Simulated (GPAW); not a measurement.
Runs of GPAW 26.7.0 on Be. The structure is hexagonal, space group P6_3/mmc (No. 194). Conventional cell: a = 2.285 Å, b = 2.285 Å, c = 3.584 Å, α = 90.00°, β = 90.00°, γ = 120.00°. Around Be (site symmetry -6m2) lie 12 Be at 2.23 to 2.29 Å. 

```tsv
task	level	potentials or basis	k mesh	smearing	older calculator (legacy_gpaw)	band path	band points	gap on the mesh (eV)	pressure (GPa)
single point	PBE	GPAW PAW data sets (gpaw-data 1.2.1), pw	13 × 13 × 8	fermi-dirac 0.05 eV	-	-	-	none	(a)
single point	RPBE	the program's PAW data sets (release 1.2.1) made for this functional, pw	13 × 13 × 8	gaussian 0.02 eV	-	-	-	none	1.9
band structure	TASK	GPAW PAW data sets (gpaw-data 1.2.1), pw	11 × 11 × 6	fermi-dirac 0.05 eV	-	GMKGALHA,LM,KH	60	-	12.6
band structure	PBEsol	PAW data sets generated in the run's folder for this functional, pw	11 × 11 × 6	fermi-dirac 0.05 eV	-	GMKGALHA,LM,KH	100	-	-4.0
```

Alike in all rows: no spin polarisation; cell as given; cutoff (eV) 800.

Problem. Estimate the missing entries.

Solution. (a) -1.3.

Caveats: the PAW data sets were made with another functional, which shifts forces and pressure a little (some runs).

A k mesh can miss the band edges.

A gap of «none» marks a metal or a gap under the smearing width.

Not every run made on this cell is shown here.
